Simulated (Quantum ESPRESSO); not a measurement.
# InSe (C2/m) in Quantum ESPRESSO: equation of state, part 2 of 2

Quantum ESPRESSO 7.5. Earlier steps stand in the parts before.

## (3) Single point, PBE, 27.42 Å³/atom

Contents of pw.in:

```
&CONTROL
  calculation = 'scf'
  prefix = 'pwscf'
  outdir = './tmp'
  pseudo_dir = './pseudo'
  tprnfor = .true.
  tstress = .true.
  disk_io = 'nowf'
/
&SYSTEM
  ibrav = 0
  nat = 4
  ntyp = 2
  ecutwfc = 55
  ecutrho = 440
  nbnd = 27
  occupations = 'smearing'
  smearing = 'fd'
  degauss = 0.00367493
/
&ELECTRONS
  conv_thr = 8d-10
  electron_maxstep = 120
  mixing_beta = 0.5
/
ATOMIC_SPECIES
In   114.8180 In.pbe-dn-rrkjus_psl.0.2.2.UPF
Se    78.9710 Se_pbe_v1.uspp.F.UPF
CELL_PARAMETERS angstrom
   5.7476481863   -2.0268800245    0.0000000000
   5.7476481863    2.0268800245    0.0000000000
  -1.6999432264    0.0000000000    4.7068622790
ATOMIC_POSITIONS crystal
In     0.8882032500    0.8882032500    0.0468413600
In     0.1117967500    0.1117967500    0.9531586400
Se     0.6609275900    0.6609275900    0.6689556200
Se     0.3390724100    0.3390724100    0.3310443800
K_POINTS automatic
7 7 6 0 0 0
```

Potentials or basis: SSSP 1.3 efficiency PBE.

Run with:

```
OMP_NUM_THREADS=1 mpirun -n 2 pw.x -nk 2 -in pw.in > pw.out
```

Wall time 3.1 min (2 MPI ranks of Arm Neoverse V1, shared host); peak memory 0.74 GiB.

It converged, with:

```yaml
Free_energy: -5129.6798 eV
Pressure: 3.9 GPa
Largest_force: 0.608 eV/Å
Band_gap_on_the_k_mesh: 1.21 eV, indirect (least direct gap 1.36 eV)
```

Caveat: spin-orbit coupling is left out, which moves the levels of the heavy elements; an odd mesh through Γ misses points on the zone boundary, where band edges often lie.

## (4) Single point, PBE, 27.99 Å³/atom

Changes to pw.in since step 3:

```diff
@@ -29,5 +29,5 @@
 CELL_PARAMETERS angstrom
-   5.7476481863   -2.0268800245    0.0000000000
-   5.7476481863    2.0268800245    0.0000000000
-  -1.6999432264    0.0000000000    4.7068622790
+   5.7872883920   -2.0408589492    0.0000000000
+   5.7872883920    2.0408589492    0.0000000000
+  -1.7116673433    0.0000000000    4.7393244240
 ATOMIC_POSITIONS crystal
```

Run with:

```
OMP_NUM_THREADS=1 mpirun -n 2 pw.x -nk 2 -in pw.in > pw.out
```

It took 3.1 min on 2 MPI ranks of Arm Neoverse V1, shared host; peak memory 0.76 GiB.

Results (log left out):

* Free energy: -5129.7274 eV
* Pressure: 2.7 GPa
* Largest force: 0.429 eV/Å
* Band gap on the k mesh: 1.17 eV, indirect (least direct gap 1.29 eV)

Caveat: spin-orbit coupling is left out, which moves the levels of the heavy elements; an odd mesh through Γ misses points on the zone boundary, where band edges often lie.

## (5) Single point, PBE, 28.56 Å³/atom

Changes to pw.in since step 4:

```diff
@@ -29,5 +29,5 @@
 CELL_PARAMETERS angstrom
-   5.7872883920   -2.0408589492    0.0000000000
-   5.7872883920    2.0408589492    0.0000000000
-  -1.7116673433    0.0000000000    4.7393244240
+   5.8263928781   -2.0546489550    0.0000000000
+   5.8263928781    2.0546489550    0.0000000000
+  -1.7232330140    0.0000000000    4.7713478577
 ATOMIC_POSITIONS crystal
```

Run with:

```
OMP_NUM_THREADS=1 mpirun -n 2 pw.x -nk 2 -in pw.in > pw.out
```

Run time: 3.1 min. Hardware: 2 MPI ranks of Arm Neoverse V1, shared host; peak memory 0.76 GiB.

Results (log left out):

| Property | Result |
| --- | --- |
| Free energy | -5129.7579 eV |
| Pressure | 1.5 GPa |
| Largest force | 0.264 eV/Å |
| Band gap on the k mesh | 1.14 eV, indirect (least direct gap 1.23 eV) |

Caveat: spin-orbit coupling is left out, which moves the levels of the heavy elements; an odd mesh through Γ misses points on the zone boundary, where band edges often lie.

## (6) Single point, PBE, 29.13 Å³/atom

Changes to pw.in since step 5:

```diff
@@ -29,5 +29,5 @@
 CELL_PARAMETERS angstrom
-   5.8263928781   -2.0546489550    0.0000000000
-   5.8263928781    2.0546489550    0.0000000000
-  -1.7232330140    0.0000000000    4.7713478577
+   5.8649793859   -2.0682562983    0.0000000000
+   5.8649793859    2.0682562983    0.0000000000
+  -1.7346454858    0.0000000000    4.8029471088
 ATOMIC_POSITIONS crystal
```

Potentials or basis: SSSP 1.3 efficiency PBE.

Run with:

```
OMP_NUM_THREADS=1 mpirun -n 2 pw.x -nk 2 -in pw.in > pw.out
```

It took 3.2 min on 2 MPI ranks of Arm Neoverse V1, shared host; peak memory 0.78 GiB.

It converged, with:

| Quantity | Value |
| --- | --- |
| Free energy | -5129.7731 eV |
| Pressure | 0.5 GPa |
| Largest force | 0.112 eV/Å |
| Band gap on the k mesh | 1.10 eV, indirect (least direct gap 1.17 eV) |

Caveat: spin-orbit coupling is left out, which moves the levels of the heavy elements; an odd mesh through Γ misses points on the zone boundary, where band edges often lie.

## (7) Single point, PBE, 29.70 Å³/atom

Changes to pw.in since step 6:

```diff
@@ -29,5 +29,5 @@
 CELL_PARAMETERS angstrom
-   5.8649793859   -2.0682562983    0.0000000000
-   5.8649793859    2.0682562983    0.0000000000
-  -1.7346454858    0.0000000000    4.8029471088
+   5.9030647348   -2.0816869103    0.0000000000
+   5.9030647348    2.0816869103    0.0000000000
+  -1.7459097331    0.0000000000    4.8341359509
 ATOMIC_POSITIONS crystal
```

Potentials or basis: SSSP 1.3 efficiency PBE.

Run with:

```
OMP_NUM_THREADS=1 mpirun -n 2 pw.x -nk 2 -in pw.in > pw.out
```

pw.out:

```text
This program is part of the open-source Quantum ESPRESSO suite
     for quantum simulation of materials; please cite
         "P. Giannozzi et al., J. Phys.:Condens. Matter 21 395502 (2009);
         "P. Giannozzi et al., J. Phys.:Condens. Matter 29 465901 (2017);
         "P. Giannozzi et al., J. Chem. Phys. 152 154105 (2020);
     in publications or presentations arising from this work. More details at

     file In.pbe-dn-rrkjus_psl.0.2.2.UPF: wavefunction(s)  5S renormalized
     Message from routine setup:
     using ibrav=0 with symmetry is DISCOURAGED, use correct ibrav instead

     K-points division:     npool     =       2
     Subspace diagonalization in iterative solution of the eigenvalue problem:
     a serial algorithm will be used

     G-vector sticks info
     --------------------
     sticks:   dense  smooth     PW     G-vecs:    dense   smooth      PW
     Sum        3085    1539    475               125015    44201    7425

[... 852 lines left out ...]
    -8.7804  -8.6816  -8.5902  -8.5817  -8.5316  -8.4673  -8.4479  -8.3939
    -8.3253  -8.2260  -6.8304  -6.0207  -0.1029   1.0153   2.9167   3.1467
     4.5115   5.0991   5.3339   7.5451   9.2043   9.2926   9.8994  11.2840
    11.3814  12.3490  13.6865

     the Fermi energy is     6.1784 ev

!    total energy              =    -377.03148435 Ry
     estimated scf accuracy    <          2.6E-10 Ry
     smearing contrib. (-TS)   =      -0.00000004 Ry
     internal energy E=F+TS    =    -377.03148431 Ry

     The total energy is F=E-TS. E is the sum of the following terms:
     one-electron contribution =    -136.51545901 Ry
     hartree contribution      =      94.33159682 Ry
     xc contribution           =    -154.63694339 Ry
     ewald contribution        =    -180.21067873 Ry

     convergence has been achieved in   9 iterations

     Forces acting on atoms (cartesian axes, Ry/au):

     atom    1 type  1   force =    -0.00339553   -0.00000000    0.00027954
     atom    2 type  1   force =     0.00339553    0.00000000   -0.00027954
     atom    3 type  2   force =    -0.00008806    0.00000000    0.00111189
     atom    4 type  2   force =     0.00008806    0.00000000   -0.00111189

     Total force =     0.005070     Total SCF correction =     0.000092

     Computing stress (Cartesian axis) and pressure

          total   stress  (Ry/bohr**3)                   (kbar)     P=       -3.69
  -0.00004875  -0.00000000   0.00000078           -7.17       -0.00        0.11
  -0.00000000  -0.00002265  -0.00000000           -0.00       -3.33       -0.00
   0.00000078  -0.00000000  -0.00000388            0.11       -0.00       -0.57

=------------------------------------------------------------------------------=
   JOB DONE.
=------------------------------------------------------------------------------=
```

Wall time 3.1 min (2 MPI ranks of Arm Neoverse V1, shared host); peak memory 0.8 GiB.

Results:

| Quantity | Value |
| --- | --- |
| Free energy | -5129.7747 eV |
| Pressure | -0.4 GPa |
| Largest force | 0.088 eV/Å |
| Band gap on the k mesh | 1.07 eV, indirect (least direct gap 1.11 eV) |

Caveat: spin-orbit coupling is left out, which moves the levels of the heavy elements; an odd mesh through Γ misses points on the zone boundary, where band edges often lie.

## (8) Single point, PBE, 30.27 Å³/atom

Changes to pw.in since step 7:

```diff
@@ -29,5 +29,5 @@
 CELL_PARAMETERS angstrom
-   5.9030647348   -2.0816869103    0.0000000000
-   5.9030647348    2.0816869103    0.0000000000
-  -1.7459097331    0.0000000000    4.8341359509
+   5.9406648870   -2.0949464201    0.0000000000
+   5.9406648870    2.0949464201    0.0000000000
+  -1.7570304771    0.0000000000    4.8649274559
 ATOMIC_POSITIONS crystal
```

Run with:

```
OMP_NUM_THREADS=1 mpirun -n 2 pw.x -nk 2 -in pw.in > pw.out
```

Run time: 3.1 min. Hardware: 2 MPI ranks of Arm Neoverse V1, shared host; peak memory 0.8 GiB.

It converged, with:

| Item | Value |
| --- | --- |
| Free energy | -5129.7641 eV |
| Pressure | -1.2 GPa |
| Largest force | 0.164 eV/Å |
| Band gap on the k mesh | 1.04 eV, indirect (least direct gap 1.05 eV) |

Caveat: spin-orbit coupling is left out, which moves the levels of the heavy elements; an odd mesh through Γ misses points on the zone boundary, where band edges often lie.

## (9) Equation of state, PBE

Potentials or basis: SSSP 1.3 efficiency PBE.

This step only gathers the single runs of the series.

Results:

```yaml
Equilibrium_volume: 29.48 Å³/atom
Bulk_modulus_at_fixed_shape_and_positions: 46 GPa
Pressure_derivative_of_the_bulk_modulus: 4.8
```

Energy against volume, from the lowest point:
| volume (Å³/atom) | energy (meV/atom) |
| --- | --- |
| 26.846 | 40.42 |
| 27.417 | 23.73 |
| 27.988 | 11.83 |
| 28.559 | 4.20 |
| 29.131 | 0.39 |
| 29.702 | 0.00 |
| 30.273 | 2.65 |

Caveat: the cell was scaled at fixed shape and fractional positions, which overstates the stiffness of a crystal with free parameters, most of all of layers and chains.
